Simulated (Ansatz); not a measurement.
# GaN (F-43m) in Ansatz: relaxation of cell and atoms with HSE06

Aim: the relaxation of cell and atoms of GaN with HSE06.

All numbers are computed with Ansatz 0.2.0; they aren't measurements. Logs are shortened: lines on timing, memory, paths and dates and some standing lists are left out, and cuts for length are marked.

## 1. The crystal as given

It takes space group F-43m (No. 216, cubic). The conventional cell has a = 4.507 Å, b = 4.507 Å, c = 4.507 Å, α = 90.00°, β = 90.00°, γ = 90.00°. Ga (site symmetry -43m) is surrounded by 4 N at 1.95 Å. N (site symmetry -43m) has 4 Ga at 1.95 Å as nearest neighbours.

The cell is a database's computed one.

## 2. Relaxation of cell and atoms, HSE06

Contents of input.yaml:

```yaml
crystal:
  lattice:
    - [0.0, 2.2535006075, 2.2535006075]
    - [2.2535006075, 0.0, 2.2535006075]
    - [2.2535006075, 2.2535006075, 0.0]
  atoms:
    - { symbol: Ga, position: [0.0, 0.0, 0.0] }
    - { symbol: "N", position: [0.25, 0.25, 0.25] }
hamiltonian:
  xc: hse06
  pseudopotentials: { kind: paw }
kpoints:
  mp_grid: { grid: [5, 5, 5] }
scf:
  occupations: { method: fermi_dirac, width: 0.05 }
output:
  forces: true
  stress: true
relax:
  f_tol: 0.01
  max_steps: 40
  cell: { stress_tol: 0.05 }
```

Potentials or basis: Ansatz PAW.

Command:

```sh
$ ansatz run input.yaml --threads 2 --pin off --max-ram 5632MiB --backend cpu --events-out ev --progress --plain --runs-dir out
```

Log:

```text
Warning: RAYON_NUM_THREADS=2 ignored (pool sized by the plan → 2); use --threads N
Engine: ansatz 0.2.0, x86_64-unknown-linux-gnu
Pseudopotentials: kind: paw
Pseudopotential: Ga, paw, valence charge 13, recommended cutoff 420 eV (normal), Ga.paw.azcp
Pseudopotential: N, paw, valence charge 5, recommended cutoff 420 eV (normal), N.paw.azcp
Functional definition: HSE06
  parameter a = 0.25
  parameter omega = 0.11/bohr
  exchange = pbe_x - a*pbe_x_sr(omega) + a*exact_x_sr(omega)
  correlation = pbe_c
Crystal: 2 atoms, lattice volume = 22.888 Å³
Basis set: ecut = 420 eV, 459 PW (Γ), exchange–correlation on 48×48×48 points (8 copies of the dense FFT grid, shifted against one another)
Bands: 13, of which v1, the nominal top of the filled ones, is band 9 counted from 1 (8 counted from 0)
Symmetry: 24 space group operations
Space group: F-43m (ITA 216), of the structure as read, at distance tolerance 2.8e-5 Å
k-points: 10 of 125 (time reversal used)
Non-local potential: Ga, projectors of the file, l = 0: 2, l = 1: 2, l = 2: 3, l = 3: 1
Non-local potential: N, projectors of the file, l = 0: 2, l = 1: 2, l = 2: 1
PAW form: soft (Blöchl's): semilocal exchange-correlation on the pseudo side does not see the compensation charge
PAW frozen core: Ga, regenerated for the run's functional, and the local potential with it (the file was generated under x = pbe(κ = 0.804, μ = 0.2195149727645171), c = pbe(β = 0.06672455060314922))
PAW frozen core: N, regenerated for the run's functional, and the local potential with it (the file was generated under x = pbe(κ = 0.804, μ = 0.2195149727645171), c = pbe(β = 0.06672455060314922))
PAW one-centre angular grid: Ga, 590 points (default); XC on 64 Gauss nodes
PAW one-centre angular grid: N, 110 points (default); XC on 64 Gauss nodes
Initial density: superposition of atomic densities (neutral atoms: chi_scale 0, normalization atom), corrected by the library's trained network
Initial wavefunctions: pseudopotential atomic-orbital guess
Functional: x = pbe(κ = 0.804, μ = 0.2195149727645171), c = pbe(β = 0.06672455060314922), warm-up for x = pbe(κ = 0.804, μ = 0.2195149727645171) + 0.25 (exact − pbe) at short range (hse, ω = 0.20786987370883472 Å⁻¹), c = pbe(β = 0.06672455060314922); HSE06 as pw.x's `hse` composes it (authors' and Libxc's form: `xc: wpbeh`)
SCF iter   1: F=—  HF=-4167.886260 eV  |F-HF|=—  |Δ(HF+E_count)|=         —  Δρ=8.84e-4  dr2=9.97e-5  ethr=1.77e-3  ⟨swp⟩=2.0  Hψ=815  notcnv=0
preconditioner: auto → none  [insulator: Δε(μ)=1.714 eV  Ē_g=18.767 eV  σ=0.050 eV  W_gap=1.00  n_scr=8 (ndim 8)  ℏωp=32.9 eV  f_vac=0.001  D(μ)=0.00/eV (n_scr^D=0)]
SCF iter   2: F=-4167.886369 eV  HF=-4167.886338 eV  |F-HF|=3.09e-5  |Δ(HF+E_count)|=   7.78e-5  Δρ=4.00e-4  dr2=2.39e-5  ethr=5.54e-7  ⟨swp⟩=3.3  Hψ=319  notcnv=0
SCF 1 stopped early in 2 iterations: F = -4167.886369 eV  dr2 = 2.39e-5
[... 124 lines left out ...]
preconditioner: auto → none  [insulator: Δε(μ)=3.014 eV  Ē_g=21.859 eV  σ=0.050 eV  W_gap=1.00  n_scr=8 (ndim 8)  ℏωp=33.0 eV  f_vac=0.002  D(μ)=0.00/eV (n_scr^D=0)]
SCF iter   2: F=-4168.379901 eV  HF=-4168.379901 eV  |F-HF|=4.55e-12  |Δ(HF+E_count)|=  9.09e-13  Δρ=2.92e-7  dr2=6.27e-12  ethr=1.00e-12  ⟨swp⟩=3.4  Hψ=299  notcnv=0
SCF 12 converged in 2 iterations: F = -4168.379901 eV  dr2 = 6.27e-12
  Residual-converged pass: ⟨swp⟩=4.0  Hψ=348  notcnv=0  max |occ|·‖R‖ = 9.0e-9 eV (tolerance 1.0e-8 eV)  dr2=6.33e-12  dr2_onsite=6.43e-13  max |Δocc| = 2.8e-25
hybrid outer 2: dexx = +1.239e-11 eV, tail = 1.41e-11 eV, Δε = 1.41e-5 eV (about 2.29e-6 eV left of the loop's levels)
relax step   4: F+E_penalty+E_count = -4168.37990106 eV  Δ(F+E_penalty+E_count) = +2.182e-4 eV  max|allowed force component| = 9.368e-17 eV/Å  Δτ_max = 0.0000 Å  P = -0.021 GPa  Ω = 22.748 Å³  stress off target by 2.10e-2 GPa  SCF on the basis re-selected at this cell (its energy is not comparable with the rows above)  (7 SCF iters)
basis re-selected at this cell: Δ(F+E_penalty+E_count) = +2.182e-4 eV, ΔP = -0.025 GPa vs the last step (what re-selecting the basis moved, of the pressure what is left beyond the Pulay correction that the steps carried, after the strain that the cell walked since its last selection, with what the two solves' SCF thresholds leave and, on support functions, any second-order correction that the steps lacked; it is no measure of the basis error at this ecutwfc). This SCF's stress stands 2.10e-2 GPa from its target on what of the cell is left free (relax.cell.stress_tol is 5.00e-2 GPa) and its largest allowed force component is 9.37e-17 eV/Å (relax.f_tol is 1.00e-2 eV/Å): within both
hybrid SCF converged: 2 outer / 7 inner (+0 warm-up), last move |dexx| = 1.24e-11 eV, tail = 1.41e-11 eV
Stability not checked: this state was not tested for a lower state beside it, because the functional holds exact exchange (a hybrid, or Hartree-Fock), whose exchange loop this test does not read (fock_operator; see scf.lower_state_search)
Free energy (F): -4168.379901 eV
Frozen-core exchange: fock
Harris-Foulkes:  -4168.379901 eV  (|F-HF|=4.55e-12)
Internal energy: -4168.379901 eV  (E = F + TS)
E sigma→0 (E₀):  -4168.379901 eV
Fermi energy:    10.451507 eV
--- Per-component energies (eV) ---
  E_band       = -45.182744
  E_kinetic    = 246.903174
  E_local      = -1948.657793  (includes V_loc(G=0)·N_el)
  E_nonlocal   = 474.781265
  E_hartree    = 900.548865
  E_xc         = -103.613327
  E_vxc        = -107.207158  (∫ρ·V_xc dr)
  E_exx        = -62.016927  (= α·E_x^exact, valence–valence)
  E_paw        = -2085.725695  (= ΣΔE_a)
  E_vpaw       = -388.066206  (= ΣTr[D̂ρ^β])
  E_aug_tail   = 0.000124  (compensation charges beyond the density's cutoff)
  E_ewald      = -1590.689687
  E_core_change = 0.090099  (= ΣΔE_core)
  E_smearing   = -0.000000  (= −TS)
  E_closure    = -0.000000  (closes the sum)
  Σ components = -4168.379901   (vs F -4168.379901, Δ=0.00e0)
--- Forces (eV/Å), atoms counted from 1 ---
  atom   1  Ga    -0.00000000    -0.00000000    -0.00000000
  atom   2  N     -0.00000000     0.00000000     0.00000000
  max |Σ_I F_I| component: 8.10e-17 eV/Å
--- Stress (GPa, compression-positive) ---
       -0.020961       0.000000      -0.000000
        0.000000      -0.020961       0.000000
       -0.000000       0.000000      -0.020961
  P = ⅓ Tr σ = -0.0210 GPa (-0.210 kbar)
--- Band table (eV; the first three rows and the last of 10) ---
  k-point 0: bands = ["-8.5658", "-6.7778", "-6.7778", "-6.7778", "-6.4590", "-6.4590", "8.9168", "8.9168", "8.9168", "11.9312", "20.8771"]
  k-point 1: bands = ["-8.2528", "-6.7346", "-6.7346", "-6.4597", "-6.4597", "-6.4549", "5.8302", "8.5189", "8.5189", "13.9560", "19.5973"]
  k-point 2: bands = ["-8.0141", "-6.6935", "-6.6935", "-6.4294", "-6.4294", "-5.1459", "2.0609", "7.9579", "7.9579", "14.9949", "19.2970"]
  k-point 9: bands = ["-7.9194", "-6.6361", "-6.6034", "-6.4936", "-6.4343", "-4.2450", "2.8099", "4.8965", "6.1013", "16.3448", "18.7150"]
  guard bands above this table: 2 of the run's 13 bands. The solve was not asked for them (output.publish_guard_bands: true or output.eigenvalues: true publishes all)
--- Relaxed structure (3 steps of the walk, 3 accepted, 1 SCFs on fresh bases) ---
  F+E_penalty+E_count = -4168.37990106 eV   max|allowed force component| = 9.368e-17 eV/Å   (the final SCF, on the basis selected at the relaxed cell)
  cell:  # Å, volume = 22.7475 Å³
    - [3.8215290246716928e-34, 2.2488896869858976, 2.2488896869858976]
    - [2.2488896869858976, 1.3184275135117341e-33, 2.2488896869858976]
    - [2.2488896869858976, 2.2488896869858976, 1.3056890834294951e-33]
  atoms:
    - { symbol: Ga, position: [-2.688552466573134e-34, 2.86660229879652e-34, 4.255390990138933e-34] }
    - { symbol: N, position: [0.24999999999999997, 0.24999999999999997, 0.24999999999999997] }
```

Run time: 54 s. Hardware: 2 threads of Intel Xeon at 2.50GHz (Skylake/Cascade Lake), shared host; peak memory 0.67 GiB.

Results:

- Free energy: -4168.3799 eV
- Relaxed volume: 11.37 Å³/atom
- Relaxed cell: a = 3.180 Å, b = 3.180 Å, c = 3.180 Å, α = 60.00°, β = 60.00°, γ = 60.00°
- Space group after relaxing (to 0.05 Å): F-43m (No. 216)
- Energy gained by relaxing: 0.4 meV/atom
- Ionic steps: 4
- Pressure after relaxing: 0.0 GPa
- Band gap on the k mesh: 3.01 eV, direct

Step by step:
| step | energy change (eV) | largest force (eV/Å) | volume (Å³) |
| --- | --- | --- | --- |
| 1 | 0.0000 | 0.0000 | 22.89 |
| 2 | -0.0007 | 0.0000 | 22.80 |
| 3 | -0.0009 | 0.0000 | 22.75 |
| 4 | -0.0007 | 0.0000 | 22.75 |

Final structure:
```
CELL_PARAMETERS angstrom
0.00000 2.24889 2.24889
2.24889 0.00000 2.24889
2.24889 2.24889 0.00000
ATOMIC_POSITIONS crystal
Ga 0.00000 0.00000 0.00000
N 0.25000 0.25000 0.25000
```

Caveat: the k mesh is coarse (spacing up to 0.48 Å⁻¹), so the values aren't converged, least of all with exact exchange; odd divisions of the mesh miss points on the zone boundary, where band edges often lie, so the gap on the mesh can be too wide; the plane-wave basis is chosen anew once the cell has moved, so the energies of steps on either side of that aren't comparable; the pressure holds a Pulay correction of +0.5 GPa for the finite cutoff; the PAW data sets come from PBE, with cores solved anew for the run's functional, which leaves a small shift of forces and pressure.
